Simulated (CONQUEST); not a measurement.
Input of a CONQUEST 1.3 run:

Contents of Conquest_input:

```
IO.Title Rb
IO.Coordinates coords.dat
IO.FractionalAtomicCoords F
IO.Iprint 2
IO.Iprint_init 1
General.NumberOfSpecies 2
General.PseudopotentialType hamann
General.DistanceUnits A
AtomMove.TypeOfRun static
AtomMove.FullStress T
Grid.GridCutoff 120
DM.SolutionMethod diagon
Diag.MPMesh T
Diag.GammaCentred T
Diag.MPMeshX 4
Diag.MPMeshY 4
Diag.MPMeshZ 4
Diag.kT 0.00183747
minE.SCTolerance 1e-6
SC.MaxIters 100
IO.AtomChargeOutput T
Spin.SpinPolarised T
Spin.FixSpin F
SC.LinearMixingFactor 0.3
SC.MaxPulay 8
%block ChemicalSpeciesLabel
1 85.470 Rb_1
2 85.470 Rb_2
%endblock
%block Rb_1
Atom.SpinNeUp 4.7500
Atom.SpinNeDn 4.2500
%endblock
%block Rb_2
Atom.SpinNeUp 4.3750
Atom.SpinNeDn 4.6250
%endblock
```

The input coords.dat:

```
    5.4616903910     0.0000000000     0.0000000000
    0.0000000000     5.9090237230     0.0000000000
    0.0000000000     0.0000000000     5.9090237230
2
  0.0000000000   0.0000000000   0.0000000000 1 T T T
  2.7308451955   2.9545118615   2.9545118615 2 T T T
```

Potentials or basis: PseudoDojo NC PBE, SZ, grid cutoff 120 Ha.

Run with:

```console
$ Conquest
```

Question: Predict the net moment.

Answer: 0.00 μB per cell.

Question: Estimate the band gap on the k mesh.

Answer: None (metal or under the smearing width).

Question: Predict the pressure.

Answer: 0.0 GPa.

Caveat: the log labels positions in bohr as Å; the atomic basis is small; the basis of atomic orbitals isn't converged, which shifts pressures, moduli and gaps.
